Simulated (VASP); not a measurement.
## In: equation of state with r2SCAN

The system is In.

```xyz
2
Lattice="3.2403 0.0000 0.0000 -1.6202 2.8062 0.0000 0.0000 0.0000 5.9195" Properties=species:S:1:pos:R:3 pbc="T T T"
In    1.6202    0.9354    4.4396
In    0.0000    1.8708    1.4799
```

This isn't the form of In at room conditions, which is tetragonal.

```json
{
 "Program": "VASP 6.6.1",
 "Task": "equation of state",
 "Functional": "r2SCAN",
 "Potentials or basis": "VASP PAW PBE potentials, release 64 (In_d)",
 "Cutoff": "520 eV",
 "k mesh": "8 × 8 × 4",
 "Occupations": "fermi-dirac, width 0.05 eV",
 "Spin": "no spin polarisation",
 "Ladder": "gaps",
 "Further INCAR settings": "ALGO = Normal; EDIFF = 1e-07"
}
```

The equilibrium volume is 26.96 Å³/atom. The bulk modulus at fixed shape and positions is 40 GPa and the pressure derivative of the bulk modulus is 4.5 (rough: it moves with the points fitted).

Energy against volume, from the lowest point:
| volume (Å³/atom) | energy (meV/atom) |
| --- | --- |
| 25.836 | 6.34 |
| 26.375 | 1.65 |
| 26.913 | 0.00 |
| 27.451 | 1.11 |
| 27.989 | 4.65 |

All runs of the series together: 9 min on 1 thread of Intel(R) Xeon(R) 6975P-C (Granite Rapids), on a shared host.

Caveat: the cell was scaled at fixed shape and fractional positions, which overstates the stiffness of a crystal with free parameters, most of all of layers and chains; the PAW data sets were made with another functional, which shifts forces and pressure a little.
